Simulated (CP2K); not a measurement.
Runs of CP2K 2026.2 on TiAl. Symmetry: Pm-3m, No. 221, cubic system. Conventional cell: a = 3.179 Å, b = 3.179 Å, c = 3.179 Å, α = 90.00°, β = 90.00°, γ = 90.00°. Ti (site symmetry m-3m) is surrounded by 8 Al at 2.75 Å. Around Al (site symmetry m-3m) lie 8 Ti at 2.75 Å. The cell comes from a database or a generator and needn't be the stable form of this composition.

| task | level | potentials or basis | smearing | EPS_DEFAULT | NGRIDS | CUTOFF of the grids | points a segment of the path (NPOINTS) | bands added on the path | gap on the mesh (eV) | pressure (GPa) | V0 of scaled cells (Å³/atom) | B0 (GPa) |
| --- | --- | --- | --- | --- | --- | --- | --- | --- | --- | --- | --- | --- |
| equation of state | r2SCAN | POTENTIAL_UZH Ti GTH-SCAN-q12, Al GTH-SCAN-q3; TZVP-MOLOPT-SCAN-GTH basis | fermi-dirac 0.05 eV | 1.0E-9 | 4 | 675 Ry | - | - | - | - | 15.97 | (b) |
| equation of state | LDA | GTH_POTENTIALS Ti GTH-PADE-q12, Al GTH-PADE-q3; TZVP-MOLOPT-PBE-GTH basis | fermi-dirac 0.01 eV | 1.0E-9 | 4 | 450 Ry | - | - | - | - | 15.19 | 127 |
| equation of state | LDA | GTH_POTENTIALS Ti GTH-PADE-q12, Al GTH-PADE-q3; TZVP-MOLOPT-PBE-GTH basis | fermi-dirac 0.1 eV | 1.0E-10 | 5 | 450 Ry | - | - | - | - | 15.24 | (c) |
| band structure | LDA | GTH_POTENTIALS Ti GTH-PADE-q12, Al GTH-PADE-q3; TZVP-MOLOPT-PBE-GTH basis | fermi-dirac 0.05 eV | 1.0E-9 | 5 | 450 Ry | 10 | 2 | none | (a) | - | - |
| equation of state | r2SCAN | POTENTIAL_UZH Ti GTH-SCAN-q12, Al GTH-SCAN-q3; TZVP-MOLOPT-SCAN-GTH basis | fermi-dirac 0.01 eV | 1.0E-9 | 5 | 675 Ry | - | - | - | - | 15.96 | 117 |
| band structure | r2SCAN | POTENTIAL_UZH Ti GTH-SCAN-q12, Al GTH-SCAN-q3; TZVP-MOLOPT-SCAN-GTH basis | fermi-dirac 0.1 eV | 1.0E-9 | 4 | 675 Ry | 8 | 4 | none | -0.6 | - | - |

Alike in all rows: no spin polarisation; cell as given; k mesh 8 × 8 × 8.

Estimate the missing entries.

(a) -6.2; (b) 118; (c) 125.

Caveats: the basis of atomic orbitals isn't converged, which shifts pressures, moduli and gaps.

A k mesh can miss the band edges.

A gap of «none» marks a metal or a gap under the smearing width.

Not every run made on this cell is shown here.
